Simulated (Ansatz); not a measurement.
# ZnS: the cost of one run

Method: DFT r2SCAN, scalar-relativistic, plane waves, PAW, in Ansatz 0.2.0.

### Step 1. Starting point

It takes space group F-43m (No. 216, cubic). Conventional cell: a = 5.409 Å, b = 5.409 Å, c = 5.409 Å, α = 90.00°, β = 90.00°, γ = 90.00°. Zn (site symmetry -43m) has 4 S at 2.34 Å in its first shell of neighbours. Around S (site symmetry -43m) lie 4 Zn at 2.34 Å.

As a file:

```
CELL_PARAMETERS angstrom
5.40930 0.00000 0.00000
0.00000 -5.40930 0.00000
0.00000 0.00000 -5.40930
ATOMIC_POSITIONS crystal
Zn 0.00000 0.50000 0.50000
Zn 0.50000 0.00000 0.50000
Zn 0.50000 0.50000 0.00000
Zn 0.00000 0.00000 0.00000
S 0.75000 0.75000 0.75000
S 0.25000 0.25000 0.75000
S 0.25000 0.75000 0.25000
S 0.75000 0.25000 0.25000
```

No relaxation comes first: the listed cell is the starting point.

### Step 2. The reference cell

The cell is repeated 4 times, 8 atoms in all. The reference gives a free energy of -16933.7960 eV, pressure -0.86 GPa, largest force 0.000 eV/Å and gap on the mesh 2.65 eV. It was computed beforehand with the settings of the runs below.

### Step 3. The scan: rattled cells

All atoms are moved at random with no net shift, in some cells together with a random strain.

### Step 4. rms move = 0.411 Å

The input, input.yaml:

```yaml
crystal:
  lattice:
    - [5.2659362175, -0.0162043957, 0.050987657]
    - [0.0162043957, -4.8583540894, 0.1188248063]
    - [-0.050987657, 0.1188248063, -6.161423473]
  atoms:
    - { symbol: Zn, position: [-0.0184405505, 0.5678103034, 0.5041777638] }
    - { symbol: Zn, position: [0.5193693366, -0.0407947405, 0.4685483921] }
    - { symbol: Zn, position: [0.4651419787, 0.5542901338, 0.025502159] }
    - { symbol: Zn, position: [-0.0158444043, -0.0395257233, 0.0771472878] }
    - { symbol: S, position: [0.7233685553, 0.6773979442, 0.7725285514] }
    - { symbol: S, position: [0.2732783941, 0.2236381736, 0.7517864978] }
    - { symbol: S, position: [0.299934403, 0.8228619831, 0.2492324356] }
    - { symbol: S, position: [0.753192287, 0.2343219257, 0.1510769125] }
basis:
  ecutwfc: 500
kpoints:
  mp_grid: { grid: [4, 4, 4] }
hamiltonian:
  xc: r2scan
scf:
  occupations: { method: gaussian, width: 0.05 }
output:
  forces: true
  stress: true
  eigenvalues: true
```

On the command line:

```console
> ansatz run input.yaml --threads 2 --pin off --max-ram 5120MiB --backend cpu --events-out ev --progress --plain --runs-dir out
```

What time and memory should one allow on 2 threads of Intel Xeon Platinum 8259CL at 2.50GHz (Skylake/Cascade Lake), shared host?

About 26 s, with a peak of 0.77 GiB.
